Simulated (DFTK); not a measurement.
Here is a DFTK 0.8.2 calculation.

The input run.jl:

```julia
using DFTK
using PseudoPotentialData
using Unitful, UnitfulAtomic
using LinearAlgebra, Printf
include("save.jl")
disable_threading()

# lattice vectors are the columns
lattice = austrip(1u"Å") * [  3.6913825498  -1.8456912749            0.0;
                      0.0   3.1968310632            0.0;
                      0.0            0.0     6.04107701]
symbols   = [:Zr, :S, :S]
positions = [[0.0, 0.0, 0.0],
             [0.3333333333, 0.6666666667, 0.23790997],
             [0.6666666667, 0.3333333333, 0.76209003]]
pseudopotentials = Dict(:S => "S.upf", :Zr => "Zr.upf")
elements = Dict(s => ElementPsp(s, pseudopotentials; rcut=10.0) for s in unique(symbols))
atoms    = [elements[s] for s in symbols]

build_model(lattice, positions; symmetries=true) =
    model_DFT(lattice, atoms, positions;
              functionals=[:mgga_x_tb09, :lda_c_pw],
              temperature=austrip(0.05u"eV"),
              smearing=Smearing.FermiDirac(),
              symmetries)
Ecut  = 45.0  # hartree
kgrid = [6, 6, 4]
tol   = 1e-6
to_GPa = ustrip(uconvert(u"GPa", 1u"hartree/bohr^3"))

model = build_model(lattice, positions)
basis = PlaneWaveBasis(model; Ecut, kgrid)
display(basis)
scfres = self_consistent_field(basis;
                               tol,
                               nbandsalg=AdaptiveBands(model; n_bands_converge=17))
display(scfres.energies)
@printf "Fermi level: %.6f eV\n" ustrip(auconvert(u"eV", something(scfres.εF, NaN)))
println("Levels at the first k-point (eV): ", round.(ustrip.(auconvert.(u"eV", scfres.eigenvalues[1][1:scfres.n_bands_converge])); digits=4))
save_scf!(scfres)

points = Dict("G" => [0.0, 0.0, 0.0], "A" => [0.0, 0.0, 0.5], "H" => [0.3333333333, 0.3333333333, 0.5], "K" => [0.3333333333, 0.3333333333, 0.0], "L" => [0.5, 0.0, 0.5], "M" => [0.5, 0.0, 0.0])
segments = [("G", "M", 6), ("M", "K", 4), ("K", "G", 7), ("G", "A", 3), ("A", "L", 6), ("L", "H", 4), ("H", "A", 7), ("L", "M", 3), ("K", "H", 3)]
kcoords = vcat([[points[a] + t * (points[b] - points[a]) for t in range(0, 1, n)] for (a, b, n) in segments]...)
bands = compute_bands(scfres, ExplicitKpoints(kcoords); n_bands=19, tol=1e-5)
for (k, ε) in zip(bands.basis.kpoints, bands.eigenvalues)
    @printf "%d %8.4f %8.4f %8.4f " k.spin k.coordinate...
    println(join([@sprintf("%9.4f", e) for e in ustrip.(auconvert.(u"eV", ε .- scfres.εF))]))
end
results["band_energies"] = rows(bands.eigenvalues); results["band_kpoints"] = rows(kcoords)
```

Potentials or basis: SG15 1.2 (PBE).

The run is started by

```console
$ julia --threads=1 run.jl  # save.jl only writes the numbers to a file and isn't shown; printed stress counts tension as positive; times include loading and compiling
```

Estimate the band gap along the path.

1.11 eV, indirect (least direct gap 1.68 eV).

Predict the band gap on the k mesh.

1.15 eV, indirect (least direct gap 1.68 eV).

Levels at the corners of the path, in eV from the valence-band top:
| point | band 8 | band 9 | band 10 | band 11 | band 12 | band 13 | band 14 | band 15 | band 16 | band 17 |
| --- | --- | --- | --- | --- | --- | --- | --- | --- | --- | --- |
| Γ | -2.81 | -2.81 | -0.10 | -0.10 | -0.04 | 1.64 | 1.64 | 2.50 | 5.00 | 5.00 |
| M | -2.54 | -2.50 | -2.34 | -1.64 | -1.18 | 1.27 | 3.27 | 3.55 | 5.65 | 5.96 |
| K | -3.25 | -3.25 | -1.97 | -1.97 | -1.43 | 2.27 | 3.24 | 3.24 | 5.00 | 5.00 |
| Γ | -2.81 | -2.81 | -0.10 | -0.10 | -0.04 | 1.64 | 1.64 | 2.50 | 5.00 | 5.00 |
| A | -2.79 | -2.79 | -1.54 | -0.20 | -0.20 | 1.61 | 1.61 | 2.84 | 5.28 | 5.28 |
| L | -3.03 | -2.61 | -2.22 | -0.99 | -0.79 | 1.11 | 3.26 | 3.55 | 5.27 | 6.12 |
| H | -3.36 | -3.02 | -1.84 | -1.77 | -1.77 | 2.36 | 3.00 | 3.00 | 5.49 | 5.49 |
| A | -2.79 | -2.79 | -1.54 | -0.20 | -0.20 | 1.61 | 1.61 | 2.84 | 5.28 | 5.28 |
| L | -3.03 | -2.61 | -2.22 | -0.99 | -0.79 | 1.11 | 3.26 | 3.55 | 5.27 | 6.12 |
| M | -2.54 | -2.50 | -2.34 | -1.64 | -1.18 | 1.27 | 3.27 | 3.55 | 5.65 | 5.96 |
| K | -3.25 | -3.25 | -1.97 | -1.97 | -1.43 | 2.27 | 3.24 | 3.24 | 5.00 | 5.00 |
| H | -3.36 | -3.02 | -1.84 | -1.77 | -1.77 | 2.36 | 3.00 | 3.00 | 5.49 | 5.49 |

Caveat: the program leaves the constant c of mgga_x_tb09 at 1, so the potential is Becke-Johnson's (BJ06) and not Tran and Blaha's, with levels but no total energy; the potentials were made for another functional, which shifts forces and pressure.

**What was measured.**

From “Stress-Tuned Optical Transitions in Layered 1T-MX2 (M= Hf, Zr, Sn; X= S, Se) Crystals”, 2022, arxiv:2210.12074, for a bulk crystal of ZrS2: band gap 1.68 eV (indirect).

Measured gap of ZrS2: 1.68 eV (indirect; quoted in “Stress-Tuned Optical Transitions in Layered 1T-MX2 (M= Hf, Zr, Sn; X= S, Se) Crystals”, 2022, arxiv:2210.12074). This calculation gives 1.11 eV (-0.57 eV). Spin-orbit coupling on Zr is left out. The value is that of BJ06, without temperature or zero-point motion. The cell is a database's relaxed one, not the measured one, which moves gaps too.
